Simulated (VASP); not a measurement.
# TePb (Fm-3m) in VASP: further runs, part 2 of 2

VASP 6.6.1.

## (4) Single point, PBE

This run uses another cell than the first one, of 33.73 Å³/atom, 0.951 times its volume.

INCAR reads:

```
SYSTEM = TePb
PREC     = Accurate       ! precision mode
ENCUT    = 520            ! plane-wave cutoff, eV
EDIFF    = 1E-6           ! SCF threshold, eV
ISMEAR   = 0              ! smearing method
SIGMA    = 0.1            ! smearing width, eV
LREAL    = .FALSE.        ! projectors in reciprocal space
LASPH    = .TRUE.         ! aspherical terms in the spheres
NELM     = 100            ! most SCF steps
ALGO     = Normal         ! electronic algorithm
ISIF     = 2              ! what is computed and relaxed
LWAVE    = .FALSE.        ! write WAVECAR
LCHARG   = .FALSE.        ! write CHGCAR
GGA      = PE             ! functional
NBANDS   = 17             ! bands
```

KPOINTS reads:

```
regular mesh
0
G
  6 6 6
  0 0 0
```

POSCAR reads:

```
TePb
1.0
    0.0000000000      3.2310000000      3.2310000000
    3.2310000000      0.0000000000      3.2310000000
    3.2310000000      3.2310000000      0.0000000000
Te Pb
1 1
Direct
    0.5000000000      0.5000000000      0.5000000000
    0.0000000000      0.0000000000      0.0000000000
```

Potentials or basis: VASP PAW PBE potentials, release 64 (Te, Pb_d).

Started as:

```console
$ cat potpaw_PBE.64/Te/POTCAR potpaw_PBE.64/Pb_d/POTCAR > POTCAR
$ mpirun -np 1 vasp_std > vasp.out
```

OUTCAR:

```text
SYSTEM = TePb
   PREC = Accurate
   ENCUT = 520
   EDIFF = 1E-6
   ISMEAR = 0
   LREAL = .FALSE.
   LASPH = .TRUE.
   NELM = 100
   ISIF = 2
   GGA = PE

 ion  position               nearest neighbor table
   1  0.500  0.500  0.500-   2 3.23   2 3.23   2 3.23   2 3.23   2 3.23   2 3.23
   2  0.000  0.000  0.000-   1 3.23   1 3.23   1 3.23   1 3.23   1 3.23   1 3.23

  LATTYP: Found a face centered cubic cell.
 ALAT       =     6.4620000000

  Lattice vectors:

 A1 = (   0.0000000000,   3.2310000000,   3.2310000000)
 A2 = (   3.2310000000,   0.0000000000,   3.2310000000)
 A3 = (   3.2310000000,   3.2310000000,   0.0000000000)

Analysis of symmetry for initial positions (statically):
=====================================================================
 Subroutine PRICEL returns:
 Original cell was already a primitive cell.

 Routine SETGRP: Setting up the symmetry group for a
 face centered cubic supercell.

 Subroutine GETGRP returns: Found 48 space group operations
 (whereof 48 operations were pure point group operations)
 out of a pool of 48 trial point group operations.

The static configuration has the point symmetry O_h .

Analysis of symmetry for dynamics (positions and initial velocities):
=====================================================================
 Subroutine PRICEL returns:
 Original cell was already a primitive cell.

 Routine SETGRP: Setting up the symmetry group for a
 face centered cubic supercell.

 Subroutine GETGRP returns: Found 48 space group operations
 (whereof 48 operations were pure point group operations)
 out of a pool of 48 trial point group operations.

The dynamic configuration has the point symmetry O_h .

 Subroutine INISYM returns: Found 48 space group operations
 (whereof 48 operations are pure point group operations),
 and found     1 'primitive' translations

----------------------------------------------------------------------------------------
[... 103 lines left out ...]
     AMIX     =   0.40;   BMIX     =  1.00
     AMIX_MAG =   1.60;   BMIX_MAG =  1.00
  volume/ion in A,a.u.               =      33.73       227.62
  Fermi-wavevector in a.u.,A,eV,Ry     =   1.091619  2.062861 16.213147  1.191633
  Thomas-Fermi vector in A             =   2.227868
   LORBIT       =      0    0 simple, 1 ext, 2 COOP (PROOUT), +10 PAW based schemes
   GGA     = PE    functional components
   LHFCALC =     F    Hartree Fock is set to
   AEXX    =    0.0000 exact exchange contribution
   IVDW    =     0    specifies the selected vdW correction
   LEPSILON=     F    determine dielectric tensor
   LRPA    =     F    only Hartree local field effects (RPA)
 non-spin polarized calculation
 Gauss-broadening in eV      SIGMA  =   0.10
  energy-cutoff  :      520.00
  volume of cell :       67.46
 maximum number of plane-waves:      1853
 NGX is ok and might be reduce to    36
   NGX = 17   NGY = 17   NGZ = 17

 number of electron      20.0000003 magnetization

 Free energy of the ion-electron system (eV)
  ---------------------------------------------------
  ext. energy  EPLUGINS =         0.00000000
  ---------------------------------------------------
  free energy    TOTEN  =        -7.50208989 eV

  energy without entropy =       -7.50208989  energy(sigma->0) =       -7.50208989

 E-fermi :   5.9929     XC(G=0):  -9.3008

 val. band max:        5.6253360347   @ k =   0.5000   0.0000   0.0000
 cond. band min:       6.3604147473   @ k =   0.5000   0.0000   0.0000
 fundamental gap:      0.7350787127
 Fermi energy:         5.9929149558

 k-point     1 :       0.0000    0.0000    0.0000
  band No.  band energies     occupation
      1     -11.0977      2.00000
      2     -11.0977      2.00000
      3     -11.0884      2.00000
      4     -11.0884      2.00000
      5     -11.0884      2.00000
      6      -6.3943      2.00000
[... 297 lines left out ...]
      4     -11.0718      2.00000
      5     -11.0624      2.00000
      6      -4.5974      2.00000
[... 9 lines left out ...]
     16      16.3397      0.00000
     17      17.1629      0.00000

------------------------ aborting loop because EDIFF is reached ----------------------------------------

  FORCE on cell =-STRESS in cart. coord.  units (eV):
  Direction    XX          YY          ZZ          XY          YZ          ZX
  --------------------------------------------------------------------------------------
  -------------------------------------------------------------------------------------
  Total        0.8751682      0.8751682      0.8751682      0.0000000      0.0000000      0.0000000
  in kB       20.7855355     20.7855355     20.7855355      0.0000000      0.0000000      0.0000000
  external PRESSURE =      20.7855355 kB  Pullay stress =       0.0000000 kB

 VOLUME and BASIS-vectors are now :
 -----------------------------------------------------------------------------
  energy-cutoff  :      520.00
  volume of cell :       67.46
      direct lattice vectors                 reciprocal lattice vectors
     0.000000000  3.231000000  3.231000000    -0.154750851  0.154750851  0.154750851
     3.231000000  0.000000000  3.231000000     0.154750851 -0.154750851  0.154750851
     3.231000000  3.231000000  0.000000000     0.154750851  0.154750851 -0.154750851

 POSITION                                       TOTAL-FORCE (eV/Angst)
 -----------------------------------------------------------------------------------
      3.23100      3.23100      3.23100         0.000000      0.000000     -0.000000
      0.00000      0.00000      0.00000         0.000000      0.000000      0.000000
 -----------------------------------------------------------------------------------
    total drift:                               -0.000000      0.000000      0.000000

  FREE ENERGIE OF THE ION-ELECTRON SYSTEM (eV)
  ---------------------------------------------------
  free  energy   TOTEN  =        -7.5020898940 eV

  energy  without entropy=       -7.5020898911  energy(sigma->0) =       -7.50208989
```

OSZICAR:

```text
N       E                     dE             d eps       ncg     rms          rms(c)
DAV:   1     0.154837273964E+03    0.15484E+03   -0.88389E+03   544   0.111E+03
DAV:   2     0.288602992791E+01   -0.15195E+03   -0.14720E+03   579   0.300E+02
DAV:   3    -0.735173926579E+01   -0.10238E+02   -0.10189E+02   734   0.844E+01
DAV:   4    -0.761161059611E+01   -0.25987E+00   -0.25971E+00   694   0.150E+01
DAV:   5    -0.762327632390E+01   -0.11666E-01   -0.11665E-01   727   0.304E+00    0.335E+00
DAV:   6    -0.750365782584E+01    0.11962E+00   -0.26239E-01   793   0.360E+00    0.208E+00
DAV:   7    -0.750031036993E+01    0.33475E-02   -0.84059E-02   682   0.142E+00    0.924E-01
DAV:   8    -0.750214851135E+01   -0.18381E-02   -0.96654E-03   686   0.985E-01    0.158E-01
DAV:   9    -0.750205246941E+01    0.96042E-04   -0.12434E-03   838   0.379E-01    0.726E-02
DAV:  10    -0.750208441825E+01   -0.31949E-04   -0.16549E-04   638   0.101E-01    0.174E-02
DAV:  11    -0.750209007740E+01   -0.56592E-05   -0.40569E-05   706   0.543E-02    0.180E-02
DAV:  12    -0.750208989398E+01    0.18343E-06   -0.21111E-06   628   0.819E-03
   1 F= -.75020899E+01 E0= -.75020899E+01  d E =-.284046E-08
```

Wall time 15 s (1 thread of Intel Xeon Platinum 8559C (Emerald Rapids), shared host); peak memory 0.2 GiB.

What came out:

- Free energy: -7.5021 eV
- Pressure: 2.1 GPa
- Band gap on the k mesh: 0.74 eV, direct

Caveat: spin-orbit coupling is left out, which as a rule narrows the gap of such compounds by several tenths of an eV.

## (5) Single point, PBE

This run uses another cell than the first one, of 34.70 Å³/atom, 0.978 times its volume.

INCAR reads:

```
SYSTEM = TePb
  PREC = Accurate
  ENCUT = 520
  EDIFF = 1E-7
  ISMEAR = 0
  SIGMA = 0.01
  LREAL = .FALSE.
  LASPH = .TRUE.
  NELM = 100
  ALGO = Fast
  ISIF = 2
  LWAVE = .FALSE.
  LCHARG = .FALSE.
  GGA = PE
  NBANDS = 17
```

KPOINTS reads:

```
regular mesh
0
G
  8 8 8
  0 0 0
```

POSCAR reads:

```
TePb
1.0
    0.0000000000      3.2616603586      3.2616603586
    3.2616603586      0.0000000000      3.2616603586
    3.2616603586      3.2616603586      0.0000000000
Te Pb
1 1
Direct
    0.5000000000      0.5000000000      0.5000000000
    0.0000000000      0.0000000000      0.0000000000
```

Potentials or basis: VASP PAW PBE potentials, release 64 (Te, Pb_d).

Started as:

```console
$ cat potpaw_PBE.64/Te/POTCAR potpaw_PBE.64/Pb_d/POTCAR > POTCAR
$ mpirun -np 1 vasp_std > vasp.out
```

OUTCAR:

```text
SYSTEM = TePb
   PREC = Accurate
   ENCUT = 520
   EDIFF = 1E-7
   ISMEAR = 0
   LREAL = .FALSE.
   LASPH = .TRUE.
   NELM = 100
   ISIF = 2
   GGA = PE

 ion  position               nearest neighbor table
   1  0.500  0.500  0.500-   2 3.26   2 3.26   2 3.26   2 3.26   2 3.26   2 3.26
   2  0.000  0.000  0.000-   1 3.26   1 3.26   1 3.26   1 3.26   1 3.26   1 3.26

  LATTYP: Found a face centered cubic cell.
 ALAT       =     6.5233207172

  Lattice vectors:

 A1 = (   0.0000000000,   3.2616603586,   3.2616603586)
 A2 = (   3.2616603586,   0.0000000000,   3.2616603586)
 A3 = (   3.2616603586,   3.2616603586,   0.0000000000)

Analysis of symmetry for initial positions (statically):
=====================================================================
 Subroutine PRICEL returns:
 Original cell was already a primitive cell.

 Routine SETGRP: Setting up the symmetry group for a
 face centered cubic supercell.

 Subroutine GETGRP returns: Found 48 space group operations
 (whereof 48 operations were pure point group operations)
 out of a pool of 48 trial point group operations.

The static configuration has the point symmetry O_h .

Analysis of symmetry for dynamics (positions and initial velocities):
=====================================================================
 Subroutine PRICEL returns:
 Original cell was already a primitive cell.

 Routine SETGRP: Setting up the symmetry group for a
 face centered cubic supercell.

 Subroutine GETGRP returns: Found 48 space group operations
 (whereof 48 operations were pure point group operations)
 out of a pool of 48 trial point group operations.

The dynamic configuration has the point symmetry O_h .

 Subroutine INISYM returns: Found 48 space group operations
 (whereof 48 operations are pure point group operations),
 and found     1 'primitive' translations

----------------------------------------------------------------------------------------

                                     Primitive cell

  volume of cell :      69.3979
[... 111 lines left out ...]
  Fermi-wavevector in a.u.,A,eV,Ry     =   1.081358  2.043470 15.909765  1.169335
  Thomas-Fermi vector in A             =   2.217372
   LORBIT       =      0    0 simple, 1 ext, 2 COOP (PROOUT), +10 PAW based schemes
   GGA     = PE    functional components
   LHFCALC =     F    Hartree Fock is set to
   AEXX    =    0.0000 exact exchange contribution
   IVDW    =     0    specifies the selected vdW correction
   LEPSILON=     F    determine dielectric tensor
   LRPA    =     F    only Hartree local field effects (RPA)
 non-spin polarized calculation
 RMM-DIIS sequential band-by-band and
 Gauss-broadening in eV      SIGMA  =   0.01
  energy-cutoff  :      520.00
  volume of cell :       69.40
 maximum number of plane-waves:      1893
 NGX is ok and might be reduce to    36
   NGX = 17   NGY = 17   NGZ = 17

 number of electron      20.0000003 magnetization

 Free energy of the ion-electron system (eV)
  ---------------------------------------------------
  ext. energy  EPLUGINS =         0.00000000
  ---------------------------------------------------
  free energy    TOTEN  =        -7.51911123 eV

  energy without entropy =       -7.51911123  energy(sigma->0) =       -7.51911123

 E-fermi :   5.3062     XC(G=0):  -9.1731

 val. band max:        5.2589817241   @ k =   0.5000   0.0000   0.0000
 cond. band min:       6.0519077298   @ k =   0.5000   0.0000   0.0000
 fundamental gap:      0.7929260057
 Fermi energy:         5.3061757715

 k-point     1 :       0.0000    0.0000    0.0000
  band No.  band energies     occupation
      1     -11.4144      2.00000
      2     -11.4144      2.00000
      3     -11.4073      2.00000
      4     -11.4073      2.00000
      5     -11.4073      2.00000
      6      -6.5236      2.00000
[... 457 lines left out ...]
      4     -11.3966      2.00000
      5     -11.3895      2.00000
      6      -4.9870      2.00000
[... 9 lines left out ...]
     16      15.0518      0.00000
     17      15.3431      0.00000

 [... further k-points ...]

------------------------ aborting loop because EDIFF is reached ----------------------------------------

  FORCE on cell =-STRESS in cart. coord.  units (eV):
  Direction    XX          YY          ZZ          XY          YZ          ZX
  --------------------------------------------------------------------------------------
  -------------------------------------------------------------------------------------
  Total        0.3491448      0.3491448      0.3491448      0.0000000      0.0000000     -0.0000000
  in kB        8.0606475      8.0606475      8.0606475      0.0000000      0.0000000     -0.0000000
  external PRESSURE =       8.0606475 kB  Pullay stress =       0.0000000 kB

 VOLUME and BASIS-vectors are now :
 -----------------------------------------------------------------------------
  energy-cutoff  :      520.00
  volume of cell :       69.40
      direct lattice vectors                 reciprocal lattice vectors
     0.000000000  3.261660359  3.261660359    -0.153296157  0.153296157  0.153296157
     3.261660359  0.000000000  3.261660359     0.153296157 -0.153296157  0.153296157
     3.261660359  3.261660359  0.000000000     0.153296157  0.153296157 -0.153296157

 POSITION                                       TOTAL-FORCE (eV/Angst)
 -----------------------------------------------------------------------------------
      3.26166      3.26166      3.26166         0.000000     -0.000000     -0.000000
      0.00000      0.00000      0.00000        -0.000000      0.000000      0.000000
 -----------------------------------------------------------------------------------
    total drift:                               -0.000000      0.000000      0.000000

  FREE ENERGIE OF THE ION-ELECTRON SYSTEM (eV)
  ---------------------------------------------------
  free  energy   TOTEN  =        -7.5191112296 eV

  energy  without entropy=       -7.5191112296  energy(sigma->0) =       -7.51911123
```

OSZICAR:

```text
N       E                     dE             d eps       ncg     rms          rms(c)
DAV:   1     0.147630318158E+03    0.14763E+03   -0.90207E+03   994   0.114E+03
DAV:   2     0.314422912620E+01   -0.14449E+03   -0.13980E+03  1024   0.288E+02
DAV:   3    -0.735933162067E+01   -0.10504E+02   -0.10448E+02  1290   0.830E+01
DAV:   4    -0.764368430398E+01   -0.28435E+00   -0.28421E+00  1241   0.153E+01
DAV:   5    -0.765336206362E+01   -0.96778E-02   -0.96775E-02  1389   0.259E+00    0.313E+00
RMM:   6    -0.752100330711E+01    0.13236E+00   -0.13651E-01  1115   0.242E+00    0.193E+00
RMM:   7    -0.751800158387E+01    0.30017E-02   -0.75935E-02  1215   0.141E+00    0.829E-01
RMM:   8    -0.751908770528E+01   -0.10861E-02   -0.82852E-03  1256   0.133E+00    0.906E-02
RMM:   9    -0.751907354541E+01    0.14160E-04   -0.28617E-03  1329   0.453E-01    0.741E-02
RMM:  10    -0.751909914556E+01   -0.25600E-04   -0.62297E-04  1402   0.250E-01    0.361E-02
RMM:  11    -0.751910920392E+01   -0.10058E-04   -0.10114E-04  1523   0.923E-02    0.159E-02
RMM:  12    -0.751911055261E+01   -0.13487E-05   -0.19647E-05  1413   0.501E-02    0.353E-03
RMM:  13    -0.751911128016E+01   -0.72755E-06   -0.68771E-06  1489   0.217E-02    0.356E-03
RMM:  14    -0.751911122956E+01    0.50600E-07   -0.84989E-07  1127   0.834E-03
   1 F= -.75191112E+01 E0= -.75191112E+01  d E =-.935986E-14
```

Run time: 22 s. Hardware: 1 thread of Intel Xeon Platinum 8488C (Sapphire Rapids), shared host; peak memory 0.22 GiB.

What came out:

```
Free energy            : -7.5191 eV
Pressure               : 0.8 GPa
Band gap on the k mesh : 0.79 eV, direct
```

Caveat: spin-orbit coupling is left out, which as a rule narrows the gap of such compounds by several tenths of an eV.

## (6) Overview

```tsv
task	cell	k mesh	cutoff (eV)	smearing	gap on the mesh (eV)	pressure (GPa)
single point	Fm-3m, 35.48 Å³/atom	8 × 8 × 8	520	gaussian 0.02 eV	0.83	-0.1
relaxation of cell and atoms	relaxed	8 × 8 × 8	600	gaussian 0.02 eV	0.83	0.0
single point	Fm-3m, 33.73 Å³/atom	6 × 6 × 6	520	gaussian 0.1 eV	0.74	2.1
single point	Fm-3m, 34.7 Å³/atom	8 × 8 × 8	520	gaussian 0.01 eV	0.79	0.8
```

Alike in all rows: level PBE; potentials or basis VASP PAW PBE potentials, release 64 (Te, Pb_d); no spin polarisation.

On the cell as given the gap runs from 0.74 eV (PBE) to 0.83 eV (PBE); the meshes differ, which moves gaps too.

Caveats: spin-orbit coupling is left out, which as a rule narrows the gap of such compounds by several tenths of an eV.

Total energies depend on the potentials used, so only differences within one code and one set of settings carry meaning.

## (7) Against experiment

Step 2. A measured gap of TePb is 0.19 eV (direct; 4.2 K; a printed reference work, monograph); the calculated 0.83 eV misses it by +0.64 eV. Spin-orbit coupling on Pb, Te is left out. The value is that of PBE on a finite k mesh, which can miss the band edges, without temperature or zero-point motion.

Step 4. Against the measured gap of TePb, 0.19 eV (direct; 4.2 K; a printed reference work, monograph), the calculated 0.74 eV is off by +0.55 eV. Spin-orbit coupling on Pb, Te is left out. The value is that of PBE on a finite k mesh, which can miss the band edges, without temperature or zero-point motion.

Step 5. Against the measured gap of TePb, 0.19 eV (direct; 4.2 K; a printed reference work, monograph), the calculated 0.79 eV is off by +0.60 eV. Spin-orbit coupling on Pb, Te is left out. The value is that of PBE on a finite k mesh, which can miss the band edges, without temperature or zero-point motion.
